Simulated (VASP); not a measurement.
# VASP 6.6.1 run: NaI

INCAR

```
NELECT = 11
GGA = PE
SIGMA = 0.02
LWAVE = .FALSE.
NBANDS = 14
ISIF = 2
ENCUT = 520
EDIFF = 1E-7
IBRION = -1
NSW = 0
LASPH = .TRUE.
NELM = 68
ISMEAR = -1
LCHARG = .FALSE.
PREC = Accurate
LREAL = .FALSE.
```

KPOINTS

```
KPOINTS created by Atomic Simulation Environment
0
Gamma
6 6 6
0 0 0
```

POSCAR

```
Na I
 1.0000000000000000
     0.0838717311000000    3.5700180101000001    3.5700180101000001
     3.5700180101000001    0.0838717311000000    3.5700180101000001
     3.5700180101000001    3.5700180101000001    0.0838717311000000
 Na  I
   1   1
Cartesian
  0.0183627528701113  0.0183627528701112  0.0183627528701112
  1.7876141849548879  1.7876141849548879  1.7876141849548879
```

The recommended PBE PAW datasets give the neutral cell 14 valence electrons.

Command

```
mpirun -np 1 vasp_std
```

OSZICAR

```
N       E                     dE             d eps       ncg     rms          rms(c)
DAV:   1     0.626118068667E+02    0.62612E+02   -0.47825E+03   902   0.618E+02
DAV:   2     0.526638265025E+01   -0.57345E+02   -0.55391E+02   938   0.169E+02
DAV:   3     0.498980508475E+00   -0.47674E+01   -0.47052E+01  1160   0.476E+01
DAV:   4     0.357178262020E+00   -0.14180E+00   -0.14151E+00  1132   0.776E+00
DAV:   5     0.353409096396E+00   -0.37692E-02   -0.37687E-02  1216   0.126E+00    0.566E+00
DAV:   6     0.173135891861E+01    0.13779E+01   -0.43682E+00  1040   0.713E+00    0.212E+00
DAV:   7     0.217132322826E+01    0.43996E+00   -0.13246E+00  1084   0.418E+00    0.259E+00
DAV:   8     0.217145312375E+01    0.12990E-03   -0.30352E-02  1322   0.935E-01    0.305E+00
DAV:   9     0.218050725977E+01    0.90541E-02   -0.21875E-02  1070   0.667E-01    0.336E+00
DAV:  10     0.212006595944E+01   -0.60441E-01   -0.64538E-02   896   0.121E+00    0.505E+00
DAV:  11     0.211925218440E+01   -0.81378E-03   -0.29289E-03  1046   0.240E-01    0.630E+00
DAV:  12     0.212027761419E+01    0.10254E-02   -0.16047E-03  1118   0.200E-01    0.902E+00
DAV:  13     0.212000204917E+01   -0.27557E-03   -0.50689E-05  1130   0.418E-02    0.929E+00
DAV:  14     0.212075381089E+01    0.75176E-03   -0.11534E-04  1106   0.497E-02    0.886E+00
DAV:  15     0.212435927525E+01    0.36055E-02   -0.35146E-03   960   0.251E-01    0.416E+00
DAV:  16     0.212485460244E+01    0.49533E-03   -0.39020E-04  1398   0.813E-02    0.271E+00
DAV:  17     0.212520297101E+01    0.34837E-03   -0.36798E-04   940   0.819E-02    0.103E+00
DAV:  18     0.212529211228E+01    0.89141E-04   -0.13150E-04   998   0.511E-02    0.792E-02
DAV:  19     0.212529602254E+01    0.39103E-05   -0.37000E-06  1138   0.104E-02    0.294E-02
DAV:  20     0.212529559151E+01   -0.43102E-06   -0.24686E-07  1070   0.305E-03    0.220E-02
DAV:  21     0.212529491519E+01   -0.67632E-06   -0.17402E-07  1016   0.168E-03    0.855E-04
DAV:  22     0.212529485621E+01   -0.58984E-07   -0.57227E-09   718   0.514E-04
   1 F= 0.21252949E+01 E0= 0.21358493E+01  d E =-.211088E-01
```

Standard output (part)

```
POSCAR found type information on POSCAR NaI
 POSCAR found :  2 types and       2 ions
 LDA part: xc-table for (Slater+PW92), standard interpolation
 POSCAR, INCAR and KPOINTS ok, starting setup
 WAVECAR not read
 entering main loop
 the old and the new charge density differ
    0.566E+00
```

From OUTCAR

```
k-points           NKPTS =     32   k-points in BZ     NKDIM =     32   number of bands    NBANDS=     14

   NELECT =      11.0000    total number of electrons

   dimension x,y,z NGX =    40 NGY =   40 NGZ =   40
   dimension x,y,z NGXF=    80 NGYF=   80 NGZF=   80

  energy-cutoff  :      520.00
  volume of cell :       87.79
      direct lattice vectors                 reciprocal lattice vectors
     0.083871731  3.570018010  3.570018010    -0.145090053  0.141759643  0.141759643
     3.570018010  0.083871731  3.570018010     0.141759643 -0.145090053  0.141759643
     3.570018010  3.570018010  0.083871731     0.141759643  0.141759643 -0.145090053

 k-points in reciprocal lattice and weights: KPOINTS created by Atomic Simulation Env
   0.00000000  0.00000000  0.00000000       0.005
   0.16666667  0.00000000  0.00000000       0.028
   0.33333333  0.00000000  0.00000000       0.028
   0.50000000 -0.00000000 -0.00000000       0.014
   0.16666667  0.16666667  0.00000000       0.028
   0.33333333  0.16666667  0.00000000       0.056
   0.50000000  0.16666667 -0.00000000       0.056
  -0.33333333  0.16666667  0.00000000       0.056
   ...

 E-fermi :  -4.1610

 k-point     1 :       0.0000    0.0000    0.0000
  band No.  band energies     occupation
      1     -21.7435      2.00000
      2     -21.7360      2.00000
      3     -21.7360      2.00000
      4     -15.4543      2.00000
      5      -4.0188      0.00163
      6      -3.9877      0.00035
      7      -3.9877      0.00035
      8       4.2293      0.00000
      9       7.0526      0.00000
     10       7.2587      0.00000
     11       7.2587      0.00000
     12       8.5290      0.00000
     13       8.5290      0.00000
     14      11.4740      0.00000

 k-point     2 :       0.1667    0.0000    0.0000
  band No.  band energies     occupation
      1     -21.7437      2.00000
      2     -21.7372      2.00000
      3     -21.7362      2.00000
      4     -15.4396      2.00000
      5      -4.1252      0.28652
      6      -4.0288      0.00269
      7      -4.0058      0.00085
      8       4.6304      0.00000
      9       7.0308      0.00000
     10       7.2252      0.00000
     11       7.4328      0.00000
     12       8.3724      0.00000
     13       8.4072      0.00000
     14      11.7544      0.00000

 k-point     3 :       0.3333    0.0000    0.0000
  band No.  band energies     occupation
      1     -21.7443      2.00000
      2     -21.7395      2.00000
      3     -21.7364      2.00000
      4     -15.4100      2.00000
      5      -4.3736      1.99995
      6      -4.0553      0.01006
      7      -4.0414      0.00505
      8       5.2692      0.00000
      9       7.1855      0.00000
     10       7.2400      0.00000
     11       7.4311      0.00000
     12       8.7416      0.00000
     13       8.8710      0.00000
     14      11.0241      0.00000

 k-point     4 :       0.5000   -0.0000   -0.0000
  band No.  band energies     occupation
      1     -21.7448      2.00000
      2     -21.7405      2.00000
      3     -21.7365      2.00000
      4     -15.3950      2.00000
      5      -4.4897      2.00000
      6      -4.0681      0.01900
      7      -4.0590      0.01211
      8       5.3877      0.00000
      9       7.1066      0.00000
     10       7.3225      0.00000
     11       7.9130      0.00000
     12       9.3475      0.00000
     13       9.5553      0.00000
     14      10.6957      0.00000

 ...

  Total      -16.6590328    -16.6590328    -16.6590328      0.0861948      0.0861948      0.0861948
  in kB     -304.0163641   -304.0163641   -304.0163641      1.5729974      1.5729974      1.5729974
  external PRESSURE =    -304.0163641 kB  Pullay stress =       0.0000000 kB

 POSITION                                       TOTAL-FORCE (eV/Angst)
 -----------------------------------------------------------------------------------
      0.01836      0.01836      0.01836         0.091058      0.091058      0.091058
      1.78761      1.78761      1.78761        -0.091058     -0.091058     -0.091058
 -----------------------------------------------------------------------------------
    total drift:                               -0.000252     -0.000252     -0.000252

  FREE ENERGIE OF THE ION-ELECTRON SYSTEM (eV)
  ---------------------------------------------------
  free  energy   TOTEN  =         2.1252948562 eV

  energy  without entropy=        2.1464036806  energy(sigma->0) =        2.13584927
```

It converged. Results: pressure -30.4 GPa; largest force 0.16 eV/Å.

These settings aren't sound, so the numbers aren't properties of the crystal.

The fault: wrong number of electrons.

On sound settings PBE gives a gap of 3.80 eV on its mesh and a pressure of 0.5 GPa for the intended cell.

The run took about 80 s on one core of a shared host (Intel Xeon Platinum 8488C) and held 0.24 GiB at most.
